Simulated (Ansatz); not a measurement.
**Sc in Ansatz: the effect of functional**

The system is Sc.

```
Sc
1.0
     3.35254    0.00000    0.00000
    -1.67627    2.90339    0.00000
     0.00000    0.00000    5.34269
Sc
2
Direct
  0.66667 0.33333 0.75000
  0.33333 0.66667 0.25000
```

The cell isn't the ideal one: volume scaled by 1.04.

Alike in all runs:

```yaml
Program: Ansatz 0.2.0
Task: single point
Potentials_or_basis: Ansatz PAW
k_mesh: 9 × 9 × 5
Occupations: fermi-dirac, width 0.05 eV
Spin: no spin polarisation
```

```tsv
functional	cutoff	pressure (GPa)
LDA	420 eV (not typed: the program's choice for these potentials)	?
r2SCAN	500 eV (not typed: the program's choice for these potentials)	-2.1
PBE	420 eV (not typed: the program's choice for these potentials)	-2.6
```

Problem. What does the run with functional LDA give?

Solution. Pressure -6.9 GPa.

Caveats: the PAW data sets come from PBE, with cores solved anew for the run's functional, which leaves a small shift of forces and pressure (some runs).
